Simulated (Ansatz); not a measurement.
**In (I4/mmm): the size of the finite step**

```xyz
1
Lattice="-1.6063 1.6063 2.4758 1.6063 -1.6063 2.4758 1.6063 1.6063 -2.4758" Properties=species:S:1:pos:R:3 pbc="T T T"
In    0.0000    0.0000    0.0000
```

Level of theory, where no other is named: PBEsol, PAW on Ansatz 0.2.0's default frozen-core files (fitted under PBE), scalar-relativistic. k mesh 26×26×26, strains of ±0.003, Fermi-Dirac smearing of 0.080 eV, cutoff 420 eV. The cell was relaxed by PAW under this functional.

(1) Elastic constants come from stresses at strains of ±0.003 (two-point stencil): C11 = 62.1, C12 = 29.8, C13 = 42.4, C33 = 48.7, C44 = 6.9, C66 = 6.4 GPa. What does an amplitude of 0.04 give?

Results:

(1) C11 = 65.5, C12 = 29.5, C13 = 42.1, C33 = 50.8, C44 = 7.1, C66 = 4.2 GPa. A large step picks up anharmonic terms.

Known limits: frozen-core PAW files fitted under PBE, their cores solved anew for the functional of the run; responses of metals move with mesh and smearing; elastic stability says nothing of phonons or of other phases.
